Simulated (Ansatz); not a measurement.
Density of states of AgCl

```cif
data_structure
_symmetry_space_group_name_H-M 'P 1'
_symmetry_Int_Tables_number 1
_cell_length_a 3.4340
_cell_length_b 3.4340
_cell_length_c 3.4340
_cell_angle_alpha 90.000
_cell_angle_beta 90.000
_cell_angle_gamma 90.000
_cell_volume 40.49
loop_
_atom_site_label
_atom_site_type_symbol
_atom_site_fract_x
_atom_site_fract_y
_atom_site_fract_z
_atom_site_occupancy
Ag1 Ag 0.00000 0.00000 0.00000 1
Cl1 Cl 0.50000 0.50000 0.50000 1
```

The runs use the primitive cell with vectors (3.434, 0.000, 0.000), (0.000, 3.434, 0.000), (0.000, 0.000, 3.434) Å, to which the k mesh refers.

The conventional cell has a = 3.434 Å, b = 3.434 Å, c = 3.434 Å, α = 90.00°, β = 90.00°, γ = 90.00°. Ag (atom 1) is surrounded by 8 Cl at 2.97 Å. Around Cl (atom 2) lie 8 Ag at 2.97 Å.

Structure from Materials Project entry mp-726265 (possibly hypothetical), not relaxed further.

Theory: Ansatz 0.2.0, DFT, PBEsol, all-electron LAPW, scalar-relativistic.

Sampling and basis: a Γ-centred 9×9×9 k mesh, Fermi–Dirac smearing of 0.01 eV, basis error target 1 meV/atom, no spin polarisation.

(1) Which of the resolved shells contributes most in the top eV of the valence band?

(2) Where is the centre of the filled Ag 4d states between -14 eV and the top of the filled states?

(3) Tabulate the density of states.

Results:

(1) Cl 3p, with 58 % of all states there; Ag 4d follows with 41 %.

(2) -2.07 eV from the valence-band top.

(3) States per eV and cell, averaged over 0.4 eV, from -5.0 to 4.4 eV, with energies (bin centres) from the valence-band top; empty bins are left out. The partial columns, the largest 4 alone, are projections on Löwdin-orthogonalised atomic shells (those that the program's projection atoms carry: the occupied ones and, for some elements, an empty d or f shell; other empty shells have no column), summed over atoms of an element. Weights on diffuse s and p shells depend on that basis and aren't pure angular character.
```csv
E (eV),total,Ag 4d,Cl 3p,Ag 5s,Cl 3s
-4.9,0.28,0.03,0.17,0.07,0.00
-4.5,0.92,0.13,0.60,0.18,0.01
-4.1,3.36,0.88,2.16,0.29,0.02
-3.7,2.26,0.70,1.43,0.09,0.02
-3.3,2.34,0.98,1.29,0.03,0.01
-2.9,2.70,1.55,1.07,0.05,0.01
-2.5,5.95,4.63,1.23,0.06,0.01
-2.1,5.57,5.23,0.28,0.03,0.02
-1.7,6.05,5.26,0.61,0.11,0.05
-1.3,3.76,2.65,1.03,0.04,0.01
-0.9,1.75,0.87,0.83,0.02,0.01
-0.5,3.41,1.26,2.12,0.01,0.00
-0.1,1.65,0.66,0.98,0.00,0.00
0.7,0.00,0.00,0.00,0.00,0.00
1.1,0.02,0.00,0.00,0.01,0.00
1.5,0.05,0.00,0.01,0.03,0.01
1.9,0.08,0.00,0.02,0.04,0.01
2.3,0.11,0.00,0.03,0.07,0.01
2.7,0.22,0.00,0.05,0.15,0.01
3.1,0.61,0.02,0.09,0.45,0.02
3.5,1.38,0.03,0.23,1.00,0.02
3.9,1.94,0.02,0.36,1.38,0.02
4.3,0.52,0.00,0.10,0.32,0.00
```
